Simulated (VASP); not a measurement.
Input of a VASP 6.6.1 run:

File POSCAR:

```
AgCl
1.0
    0.0000000000      2.6780905369      2.6780905369
    2.6780905369      0.0000000000      2.6780905369
    2.6780905369      2.6780905369      0.0000000000
  Ag              Cl
     1     1
Direct
     0.0000000000000000    0.0000000000000000    0.0000000000000000
     0.5000000000000000    0.5000000000000000    0.5000000000000000
```

INCAR.step1

```
SYSTEM = AgCl
PREC = Accurate
ENCUT = 600
EDIFF = 1E-8
ISMEAR = 0
SIGMA = 0.03
LREAL = .False.
LASPH = .True.
NELM = 80
ALGO = Fast
ISIF = 3
LWAVE = .False.
LCHARG = .False.
GGA = CA
IBRION = 2
NSW = 40
EDIFFG = -0.002
```

The input INCAR.step2:

```
SYSTEM = AgCl
PREC = Accurate
ENCUT = 600
EDIFF = 1E-8
ISMEAR = 0
SIGMA = 0.03
LREAL = .False.
LASPH = .True.
NELM = 80
ALGO = Fast
ISIF = 2
LWAVE = .False.
LCHARG = .False.
GGA = CA
IBRION = 6
NFREE = 2
POTIM = 0.015
NSW = 1
```

File KPOINTS:

```
Automatic mesh
0
Gamma
  8 8 8
  0 0 0
```

Potentials or basis: VASP PAW LDA potentials, release 64 (Ag, Cl).

Launch:

```bash
$ cat potpaw_LDA.64/Ag/POTCAR potpaw_LDA.64/Cl/POTCAR > POTCAR
$ cp INCAR.step1 INCAR
$ mpirun -np 1 vasp_std > vasp.out
$ cp CONTCAR POSCAR
$ cp INCAR.step2 INCAR
$ mpirun -np 1 vasp_std > vasp.out
```

Q: Predict the highest phonon frequency at Γ, LO-TO splitting left out.

A: 130 cm⁻¹.

Q: Estimate the relaxed volume.

A: 19.20 Å³/atom.

Final structure:
```
Ag Cl
1.0
     0.00000    2.67759    2.67759
     2.67759    0.00000    2.67759
     2.67759    2.67759    0.00000
Ag Cl
1 1
Cartesian
  0.0000 2.6776 2.6776
  2.6776 2.6776 2.6776
```
